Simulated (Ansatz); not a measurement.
This Se structure is the end of a relaxation. The cell was found from a structure generator's guess, not taken from experiment.

Level of theory: Ansatz, DFT PBE, scalar-relativistic, plane waves, PAW. Cutoff 420 eV, Γ-centred mesh, Gaussian smearing, no spin polarisation.

```cif
data_structure
_symmetry_space_group_name_H-M 'P 1'
_symmetry_Int_Tables_number 1
_cell_length_a 4.4800
_cell_length_b 4.4800
_cell_length_c 4.1024
_cell_angle_alpha 90.000
_cell_angle_beta 90.000
_cell_angle_gamma 120.000
_cell_volume 71.31
loop_
_atom_site_label
_atom_site_type_symbol
_atom_site_fract_x
_atom_site_fract_y
_atom_site_fract_z
_atom_site_occupancy
Se1 Se 0.33333 0.66667 0.00000 1
Se2 Se 0.66667 0.33333 0.00000 1
```

Energies count from the standard state of Se at the same level.

Question: Find its symmetry and describe it.

Answer: P6/mmm (No. 191). Conventional cell: a = 4.480 Å, c = 4.102 Å. Around Se lie 3 Se at 2.59 Å.

Question: How far does it lie from the standard state of Se?

Answer: +0.50 eV/atom. So it is a metastable form at best.

Question: Is it a metal?

Answer: Yes, bands cross the Fermi level on the 12×12×14 mesh.

The last run used a 12×12×14 mesh (in the run's order of axes) for its 2-atom cell and Gaussian smearing of 0.10 eV. Weakly bound directions are ill-defined at this level, which has no dispersion term. The cell is a metal run without spin; a magnetic state may lie lower. The reference form of Se is held partly by dispersion forces, which this level lacks. Symmetry constrained the relaxation, so the result can be a saddle point.
